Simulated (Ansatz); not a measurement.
Free-standing chains of the atoms of BaS, named by their start (strip: triangular double chain, ladder: square double chain); atoms and period are relaxed, and energies count from relaxed bulk BaS (Fm-3m, 31.74 Å³/atom, gap on the mesh 2.04 eV).

Computed with DFT PBEsol, scalar-relativistic, plane waves, PAW in Ansatz 0.2.0.

Cutoff 420 eV, Gaussian smearing of 0.05 eV, energies at zero smearing, symmetry of each start kept, collinear spin where a moment is listed.

```json
{"start": "linear chain", "atoms": "2", "k mesh": "1×1×12", "excess energy (eV per host atom)": "1.406", "period (Å)": "5.640", "gap on the mesh (eV)": "1.31", "highest filled level or Fermi level under vacuum (eV)": "-"}
{"start": "dimerised chain", "atoms": "2", "k mesh": "1×1×12", "excess energy (eV per host atom)": "1.406", "period (Å)": "5.639", "gap on the mesh (eV)": "1.31", "highest filled level or Fermi level under vacuum (eV)": "-"}
{"start": "zigzag chain", "atoms": "2", "k mesh": "1×1×13", "excess energy (eV per host atom)": "1.349", "period (Å)": "5.132", "gap on the mesh (eV)": "1.85", "highest filled level or Fermi level under vacuum (eV)": "3.75"}
{"start": "ladder chain", "atoms": "4", "k mesh": "1×1×12", "excess energy (eV per host atom)": "0.833", "period (Å)": "5.898", "gap on the mesh (eV)": "2.00", "highest filled level or Fermi level under vacuum (eV)": "-"}
{"start": "strip chain*", "atoms": "2", "k mesh": "1×1×21", "excess energy (eV per host atom)": "1.359", "period (Å)": "5.213", "gap on the mesh (eV)": "1.84", "highest filled level or Fermi level under vacuum (eV)": "3.73"}
```

Zero in every row: size of the moment (μB per cell).

* ends far from its start.

Spin-orbit coupling is left out, which matters for the bands of heavy elements. An odd mesh misses points on the zone edge, so a gap read on it can be too wide.

Each run keeps its start's symmetry and one magnetic start, so lower states can exist. Rows stand on unlike meshes and boxes, so starts that end alike can differ by a few hundredths of an eV per atom.

Cost: 5 runs of about 11 core-minutes in all, on Arm Neoverse V2 (shared hosts).